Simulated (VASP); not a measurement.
Set up this calculation in VASP 6.6.1, as the native input.

| Quantity | Value |
| --- | --- |
| Task | dielectric tensor |
| Functional | PBE |
| Potentials or basis | VASP PAW PBE potentials, release 64 (K_sv, Br) |
| Cutoff | 600 eV |
| k mesh | 12 × 12 × 12 |
| Occupations | gaussian, width 0.03 eV |
| Spin | no spin polarisation |
| Monkhorst-Pack mesh | yes |
| Further INCAR settings | ALGO = Normal; EDIFF = 1e-08 |

The structure of KBr lies in POSCAR:

```
KBr                                     
1.0
   -0.0000000000      3.3552871617      3.3552871617
    3.3552871617     -0.0000000000      3.3552871617
    3.3552871617      3.3552871617     -0.0000000000
  K               Br            
     1     1
Direct
     0.0000000000000000    0.0000000000000000    1.0000000000000000
     0.5000000000000000    0.5000000000000000    0.5000000000000000
```

One way to write it, as run:

INCAR

```
SYSTEM = KBr
ALGO = Normal
EDIFF = 1E-8
ENCUT = 600
GGA = PE
ISIF = 2
ISMEAR = 0
LASPH = .TRUE.
LCHARG = .FALSE.
LEPSILON = .TRUE.
LREAL = .FALSE.
LWAVE = .FALSE.
NELM = 80
PREC = Accurate
SIGMA = 0.03
```

KPOINTS

```
k-points
0
Monkhorst
  12 12 12
  0 0 0
```

Potentials or basis: VASP PAW PBE potentials, release 64 (K_sv, Br).

Run with:

```console
$ cat potpaw_PBE.64/K_sv/POTCAR potpaw_PBE.64/Br/POTCAR > POTCAR
$ mpirun -np 1 vasp_std > vasp.out
```

It gave:

| Item | Value |
| --- | --- |
| Electronic dielectric tensor (diagonal) | 2.50 |
| Born charges (mean of the diagonal) | K +1.14; Br -1.14 e |

It took 40 min on 1 thread of Intel(R) Xeon(R) 6975P-C (Granite Rapids), with other jobs on the host, peak memory 1.3 GiB.
